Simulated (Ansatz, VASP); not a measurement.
**GaN: VASP beside Ansatz**

```
Ga N
1.0
     0.00000    2.25350    2.25350
     2.25350    0.00000    2.25350
     2.25350    2.25350    0.00000
Ga N
1 1
Direct
  0.00000 0.00000 0.00000
  0.25000 0.25000 0.25000
```

The cell is a database's computed one.

Alike in both runs: task single point; functional PBE; k mesh 10 × 10 × 10; occupations gaussian, width 0.02 eV; no spin polarisation.

```csv
,VASP,Ansatz
version,VASP 6.6.1,Ansatz 0.2.0
potentials or method,"VASP PAW PBE potentials, release 64 (Ga_d, N)",Ansatz PAW
plane-wave cutoff (eV),520,420
valence electrons in the cell,18,18
```

Ansatz gave:

- gap on the k mesh at the Fermi level (eV): 1.72
- least direct gap on the mesh (eV): 1.72
- pressure (GPa): 5.0

Question: Estimate VASP's values.

Answer: gap on the k mesh at the Fermi level (eV): 1.72; least direct gap on the mesh (eV): 1.72; pressure (GPa): 5.1.

The functional is the same, so the differences come from potentials, cutoffs and numerics.

Caveats: the pressure holds a Pulay correction of +0.5 GPa for the finite cutoff (Ansatz). PBE gaps usually lie below the measured ones, often by a third to a half.
